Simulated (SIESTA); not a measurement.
Crystal: TiO2.

```
Ti O
1.0
     6.15358   -1.88347    0.00000
     6.15358    1.88347    0.00000
    -1.92833    0.00000    6.32897
Ti O
4 8
Cartesian
  10.5189 0.0000 1.8329
  1.8562 0.0000 1.7959
  -0.1400 0.0000 4.4961
  8.5226 0.0000 4.5330
  3.8886 0.0000 1.8569
  1.9846 0.0000 4.1297
  8.7534 0.0000 6.2992
  8.3943 0.0000 2.1993
  10.3741 0.0000 3.9874
  1.6255 0.0000 0.0298
  6.4903 0.0000 4.4721
  0.0047 0.0000 2.3416
```

The cell comes from a database or a generator and needn't be the stable form of this composition.

Program: SIESTA 5.4.2. Alike in all runs: no spin polarisation; cell as given; k mesh 8 × 8 × 4; smearing fermi-dirac 0.05 eV; grid cutoff 800 Ry; energy shift 0.003 Ry.

Order these runs on this cell by their pressure, lowest first.
A. level PBEsol; potentials or basis PseudoDojo 0.4 standard (PBEsol files), DZP (energy shift 0.003 Ry; two zetas on semicore shells)
B. level PBE; potentials or basis PseudoDojo 0.4 standard (PBE files), DZP (energy shift 0.003 Ry; two zetas on semicore shells)
C. level LDA; potentials or basis PseudoDojo 0.4 standard (LDA files), DZP (energy shift 0.003 Ry; two zetas on semicore shells)

C (-8.7 GPa), A (-4.0 GPa), B (1.5 GPa).

Caveats: the basis of atomic orbitals isn't converged, which shifts pressures, moduli and gaps.
